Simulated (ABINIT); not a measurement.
GaP:

```
Ga P
1.0
     0.00000    2.72525    2.72525
     2.72525    0.00000    2.72525
     2.72525    2.72525    0.00000
Ga P
1 1
Direct
  0.00000 0.00000 0.00000
  0.75000 0.75000 0.75000
```

Base run:

```yaml
Program: ABINIT 10.8.3 (patched build)
Functional: PBE
Potentials_or_basis: SPMS NC PBE v1.0
Cutoff: 816 eV
k_mesh: 6 × 6 × 6
Occupations: fixed
Spin: no spin polarisation
```

Its results: band gap on the k mesh 1.65 eV, indirect (least direct gap 1.82 eV).

Task: The run is repeated on the same cell with these changes: functional from PBE to HSE06. What comes out?

Result: Band gap on the k mesh 2.32 eV, indirect (least direct gap 2.59 eV).

HSE06 gives the wider gap, since exact exchange removes part of the self-interaction.

Caveats: Libxc's HSE differs a little from that of other programs (some runs).

A k mesh can miss the band edges.
